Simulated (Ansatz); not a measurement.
Crystal: ZrS2.

```
CELL_PARAMETERS angstrom
3.69138 0.00000 0.00000
-1.84569 3.19683 0.00000
0.00000 0.00000 6.04108
ATOMIC_POSITIONS crystal
Zr 0.00000 0.00000 0.00000
S 0.33333 0.66667 0.23791
S 0.66667 0.33333 0.76209
```

The cell is a database's computed one.

- Program: Ansatz 0.2.0
- Task: relaxation of cell and atoms
- Functional: r2SCAN
- Potentials or basis: Ansatz PAW
- Cutoff: 500 eV (not typed: the program's choice for these potentials)
- k mesh: 8 × 8 × 5
- Occupations: fermi-dirac, width 0.05 eV
- Spin: no spin polarisation
- Hubbard terms: Zr d U = 3 eV

At the start: volume 23.76 Å³/atom.

Problem. How do energy, volume and symmetry change on relaxing?

Solution. It ends after 6 steps and the volume is 24.83 Å³/atom (+4.5 %); space group P-3m1 (No. 164, to 0.05 Å).

Step by step:
```csv
step,energy change (eV),largest force (eV/Å),volume (Å³)
1,0.0000,0.1499,71.29
2,-0.0013,0.0473,76.83
3,-0.0218,0.0160,74.35
4,-0.0219,0.0035,74.37
5,-0.0219,0.0026,74.48
6,-0.0227,0.0026,74.48
```

Final structure:
```
Zr S
1.0
     3.75239    0.00000    0.00000
    -1.87620    3.24967    0.00000
     0.00000    0.00000    6.10816
Zr S
1 2
Direct
  0.00000 0.00000 0.00000
  0.33333 0.66667 0.23301
  0.66667 0.33333 0.76699
```

Caveat: the plane-wave basis is chosen anew once the cell has moved, so the energies of steps on either side of that aren't comparable; the PAW data sets come from PBE, with cores solved anew for the run's functional, which leaves a small shift of forces and pressure.
